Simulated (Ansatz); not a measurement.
## BN: what symmetry allows forces and stress to be

```xyz
2
Lattice="0.0000 1.8130 1.8130 1.8130 0.0000 1.8130 1.8130 1.8130 0.0000" Properties=species:S:1:pos:R:3 pbc="T T T"
B     0.0000    0.0000    0.0000
N     2.7195    2.7195    2.9445
```

All numbers below come from DFT PBEsol, scalar-relativistic, plane waves, PAW (Ansatz 0.2.0).

Plane waves to 420 eV, a k mesh through Γ of 12×12×12 on the computed 2-atom cell and Gaussian smearing (0.02 eV); no spin polarisation.

This distorted cell has space group Imm2, with 4 operations.

**Question.** Without a calculation: in which directions can each atom feel a force?

**Answer.** A force must be left unchanged by every operation that keeps its atom in place, so it lies in the space that those operations leave fixed. Atoms that the group maps onto each other feel forces of one size.
```json
{"atom": "B1", "site symmetry": "mm2", "operations at the site": "4", "equivalent to atom": "1", "allowed force (Cartesian)": "along (0.00, 0.00, 1.00)"}
{"atom": "N2", "site symmetry": "mm2", "operations at the site": "4", "equivalent to atom": "2", "allowed force (Cartesian)": "along (0.00, 0.00, 1.00)"}
```

That leaves 2 independent force components of 6, tied by 1 condition that the forces sum to zero, so 1 remains. A relaxation in this cell that keeps the symmetry moves the atoms in these directions alone.

**Question.** And the stress tensor?

**Answer.** It must be invariant under the point group, which leaves 3 independent components: yz, xz vanish; xx = yy.

**Question.** Do the computed values obey this?

**Answer.** Yes. Forces (eV/Å):
```
B1   0.000  0.000  4.738
N2   0.000  0.000 -4.738
```

Stress (GPa, compression positive, xx yy zz yz xz xy): 9.92 9.92 3.41 0.00 0.00 5.46. The program imposes the same operations on density, forces and stress, so this confirms the analysis and is no independent test of the calculation.